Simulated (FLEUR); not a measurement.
**NaF (Villiaumite) under changes of volume**

One of the cells (12.487 Å³/atom); the others are scaled copies at fixed shape and fractional positions:

```xyz
2
Lattice="0.0000 2.3200 2.3200 2.3200 0.0000 2.3200 2.3200 2.3200 0.0000" Properties=species:S:1:pos:R:3 pbc="T T T"
Na    0.0000    0.0000    0.0000
F     2.3200    2.3200    2.3200
```

```yaml
Program: FLEUR MaX-R8.1 (later development tree)
Functional: LDA
Potentials_or_basis: all-electron
Basis: FLAPW
Kmax: 4.64 1/bohr
k_mesh: 10 × 10 × 10
Occupations: fermi-dirac, width 0.05 eV
Spin: no spin polarisation
```

```csv
volume (Å³/atom),energy over the lowest point (meV/atom),gap on the mesh (eV)
11.738,0.00,6.29
11.988,3.41,6.17
12.487,?,?
12.987,30.93,5.75
13.236,40.53,5.65
```

Q: What does the run at 12.487 Å³/atom give?

A: Energy over the lowest point 14.74 meV/atom; gap on the mesh 5.95 eV.

Worked out: A Birch-Murnaghan fit of order 2 (a polynomial in V^(-2/3)) to the other rows has no minimum within the range. It gives 14.69 meV/atom at 12.487 Å³/atom, against the run's 14.74. A straight line through the other rows of the gap, of slope -5.3 eV per unit of ln V (its deformation potential), gives 5.96 eV, against the run's 5.95.

Energies are extrapolated to zero smearing.

A mesh can miss the band edges.
